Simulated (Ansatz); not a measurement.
**From a trial cell to the properties of Se (trigonal)**

**The experiment.** The Crystallography Open Database holds a cell as deposited of trigonal Se (space group P3_121), temperature not stated (1969): a, c = 4.300, 4.890 Å, 26.10 Å³/atom.

Computed with Ansatz (plane waves, PAW, 500 eV cutoff): r²SCAN, scalar-relativistic, no spin polarisation, Γ-centred 6×6×6 mesh, 0.05 eV Gaussian smearing. The datasets are Ansatz's generated set soft_2.

Starting cell, 4 % over the database's volume:

```
Se
1.0
     4.36620    0.00000    0.00000
    -2.18310    3.78124    0.00000
     0.00000    0.00000    4.95360
Se
3
Direct
  0.22540 0.00000 0.83333
  0.00000 0.22540 0.16667
  0.77460 0.77460 0.50000
```

The steps in volume:

| run | level | k-mesh | kind | V (Å³/atom) | P (GPa) | E − E(final) (meV/atom) | gap on the mesh (eV) |
| --- | --- | --- | --- | --- | --- | --- | --- |
| 1 | PBE, 420 eV | 6×6×4 | cell and atoms relaxed | 29.40 | -0.1 | – | 0.97 |
| 2 | r²SCAN | 6×6×6 | shape and atoms relaxed, volume fixed | 29.40 | 0.0 | 0.0 | 1.33 |
| 3 | r²SCAN | 6×6×6 | shape and atoms relaxed, volume fixed | 29.29 | 0.0 | 0.0 | 1.34 |

Cell and atoms are those of this level's equilibrium.

The final structure (symmetry read at 0.01 Å). The structure is trigonal, space group P3_121 (No. 152). Conventional cell: a = 4.510 Å, b = 4.510 Å, c = 4.987 Å, α = 90.00°, β = 90.00°, γ = 120.00°. Se (site symmetry 2) has 2 Se at 2.37 Å as nearest neighbours. (Neighbours are counted to 15 % beyond the shortest distance.)

- At the final geometry the gap, band path included, is 1.34 eV.
- The runs in the table took roughly 1.5 core-minutes.

**Why it comes out so.**

Within 0.6 eV of the edges the projected states are 96 % Se 4p at the top of the valence band and 92 % Se 4p at the bottom of the conduction band. 

**Comparison.** The computed cell (4.510, 4.987 Å, 29.29 Å³/atom) differs from the database's by +12.2 % in volume, about +3.9 % in length. The axes miss by +4.9 %, +2.0 %. Without a dispersion term the weakly bound parts drift apart.

Semilocal functionals underestimate band gaps, commonly by a third or more. The structure is built of weakly bound chains, and this functional has no dispersion term, so their spacing and all that hangs on it (volume, the soft elastic constants, low modes, dielectric constants) are poorly given.
